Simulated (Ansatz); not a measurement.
# CaSe (Fm-3m): effective masses from band slopes

Method: LDA, all-electron LAPW in Ansatz 0.2.0, scalar-relativistic.

The run reads the converged density of an earlier one (folder ck) and solves the listed points alone.

Command:

```sh
ansatz run input.yaml --threads 1 --pin off --max-ram 3072MiB --backend cpu --events-out ev --progress --plain --runs-dir out
```

input.yaml:

```yaml
crystal:
  lattice:
    - [0.0, 2.956, 2.956]
    - [2.956, 0.0, 2.956]
    - [2.956, 2.956, 0.0]
  atoms:
    - { symbol: Ca, position: [0.0, 0.0, 0.0] }
    - { symbol: Se, position: [0.5, 0.5, 0.5] }
kpoints:
  mp_grid: { grid: [8, 8, 8] }
scf:
  occupations: { method: fixed }
hamiltonian:
  xc: lda
  pseudopotentials: { kind: all_electron, lapw: { basis_error: 0.001 } }
output:
  eigenstates:
    kpoints:
      - [0.0, -0.5, -0.5]
      - [0.0, -0.49764769, -0.49764769]
      - [0.0, -0.49529538, -0.49529538]
      - [0.0, -0.49059076, -0.49059076]
      - [0.00235231, -0.5, -0.49764769]
      - [0.00470462, -0.5, -0.49529538]
      - [0.00940924, -0.5, -0.49059076]
      - [0.00235231, -0.49764769, -0.5]
      - [0.00470462, -0.49529538, -0.5]
      - [0.00940924, -0.49059076, -0.5]
      - [0.001663334, -0.498336666, -0.496673331]
      - [0.003326669, -0.496673331, -0.493346662]
      # ... 25 further points ...
      - [0.010864855, 0.010864855, 0.010864855]
      - [-0.000960327, -0.000960327, 0.001920653]
      - [-0.001920653, -0.001920653, 0.003841306]
      - [-0.003841306, -0.003841306, 0.007682612]
    de_dk: true
    e_range: [-3, 4.874947356936]
checkpoint:
  read: ck
  post_process_only: true
```

Output (shortened where marked):

```
Warning: RAYON_NUM_THREADS=1 ignored (pool sized by the plan → 1); use --threads N
LAPW: plane waves up to 6.685 Å⁻¹, error target 1.0e-3 eV per atom; small_component_spin mean_spin; Ca in spheres of 1.468 Å, 10 of its electrons in bands, Dirac shells []; Se in spheres of 1.488 Å, 24 of its electrons in bands, ...
Engine: ansatz 0.2.0, aarch64-unknown-linux-gnu
Pseudopotentials: kind: all_electron
Pseudopotential: Ca, LAPW, valence charge 10, lapw/all_electron/scalar/gaussian/Ca, Koelling and Harmon's equation, gaussian nucleus
Pseudopotential: Se, LAPW, valence charge 24, lapw/all_electron/scalar/gaussian/Se, Koelling and Harmon's equation, gaussian nucleus
Functional definition: SPW92
  exchange = slater_x
  correlation = pw_c
Crystal: 2 atoms, lattice volume = 51.659 Å³
Basis set: ecut = 170.25068190371678 eV, 259 PW (Γ), exchange–correlation at level 2
Bands: 21, of which v1, the nominal top of the filled ones, is band 17 counted from 1 (16 counted from 0)
Symmetry: 48 space group operations
Space group: Fm-3m (ITA 225), of the structure as read, at distance tolerance 3.7e-5 Å
k-points: 29 of 512
Non-local potential: Ca, projectors of the file, none
Non-local potential: Se, projectors of the file, none
Initial density: read from a saved state, or passed on in memory by an earlier SCF of this step, an earlier step, the calling program or the single point that the run made first
Stability of the state it starts from, as read at its close in the unpolarized treatment: not read negative (Ritz values of 1 − χ₀K, real part plus size of imaginary part, from 0.98 to 1.0, by its mixing steps under the symmetry ...
Initial wavefunctions: plane waves of lowest kinetic energy (no species holds an atomic orbital)
Functional: x = slater, c = lda
NSCF: frozen V_eff on 29 k-points
SCF 1: post-processed at a frozen density
NSCF: frozen V_eff on 41 k-points
post-processed at a frozen density (a non-self-consistent diagonalisation pass)
Frozen density: held to its close (this run's Kohn–Sham map moves it by 1.001 times the closing residual that it is held to, a close tighter than 2.5e-8 e/Å³ being held as that figure; up to 4 times is held)
Free energy (F): -84514.468492 eV
Harris-Foulkes:  -84514.468492 eV  (|F-HF|=1.46e-11)
Internal energy: -84514.468492 eV  (E = F + TS)
E sigma→0 (E₀):  -84514.468492 eV
Fermi energy:    7.344045 eV
--- Per-component energies (eV) ---
  E_band       = -1727.839823
  E_kinetic    = 86184.705628
  E_xc         = -3249.311827
  E_electrostatic = -167449.862293  (all electrons and nuclei)
  E_smearing   = -0.000000  (= −TS)
  E_closure    = 0.000000  (closes the sum)
  Σ components = -84514.468492   (vs F -84514.468492, Δ=0.00e0)
```

The pass finished at the stored density.

Band extrema:

Band extrema of a crystal from Kohn-Sham levels and slopes, searched on the fine mesh and refined; masses in electron masses from slopes a step away, negative for holes; Cartesian axes as in the input; principal masses of single bands.

```
Fine mesh                : 16, 16, 16
Band gap                 : 1.875 eV
Least direct gap on mesh : 2.817 eV
```

```tsv
side	point	k a (r.l.u.)	k b (r.l.u.)	k c (r.l.u.)	valleys	level (eV over the valence top)	mass light (mₑ)	mass middle (mₑ)	mass heavy (mₑ)
conduction	X	0	-0.5	-0.5	3	1.875	0.2777	0.2777	1.424
valence	Gamma	0	0	0	1	0	–	–	–
```

Masses along directions:

Branches counted from each extremum; the finite step makes the lightest masses up to 3 per cent heavy.

```json
{
 "Fine mesh": "16, 16, 16"
}
```

```
      side  point  k a (r.l.u.)  k b (r.l.u.)  k c (r.l.u.)  direction  number  level from its edge (eV)  band mass (mₑ)
conduction      X             0          -0.5          -0.5        100       1                         0           1.425
conduction      X             0          -0.5          -0.5        010       1                         0          0.2777
conduction      X             0          -0.5          -0.5        001       1                         0          0.2777
conduction      X             0          -0.5          -0.5        110       1                         0          0.4649
conduction      X             0          -0.5          -0.5        011       1                         0          0.2778
conduction      X             0          -0.5          -0.5        111       1                         0          0.3797
conduction      X             0          -0.5          -0.5       11-2       1                         0          0.3208
   valence  Gamma             0             0             0        100       1                         0         -0.9217
   valence  Gamma             0             0             0        100       2                         0         -0.9217
   valence  Gamma             0             0             0        100       3                         0         -0.1677
   valence  Gamma             0             0             0        010       1                         0         -0.9217
   valence  Gamma             0             0             0        010       2                         0         -0.9217
   valence  Gamma             0             0             0        010       3                         0         -0.1677
   valence  Gamma             0             0             0        001       1                         0         -0.9217
   valence  Gamma             0             0             0        001       2                         0         -0.9217
   valence  Gamma             0             0             0        001       3                         0         -0.1677
   valence  Gamma             0             0             0        110       1                         0         -0.9217
   valence  Gamma             0             0             0        110       2                         0         -0.6325
   valence  Gamma             0             0             0        110       3                         0         -0.1829
   valence  Gamma             0             0             0        111       1                         0         -0.7062
   valence  Gamma             0             0             0        111       2                         0         -0.7062
   valence  Gamma             0             0             0        111       3                         0         -0.1886
   valence  Gamma             0             0             0       11-2       1                         0            -0.8
   valence  Gamma             0             0             0       11-2       2                         0         -0.7133
   valence  Gamma             0             0             0       11-2       3                         0         -0.1824
```

Caveats: no spin-orbit coupling on heavy atoms; semilocal gaps are low, and what follows the gap (onsets, screening, light masses) shifts with it; without spin-orbit coupling, bands that meet at the valence top are not the light and heavy holes of experiment; an audit marked the listed cell as up to 0.3 per cent off later refinements.

Cost: 6.3 s on 1 thread of Arm Neoverse V1, on a shared host, peak memory 0.24 GiB.
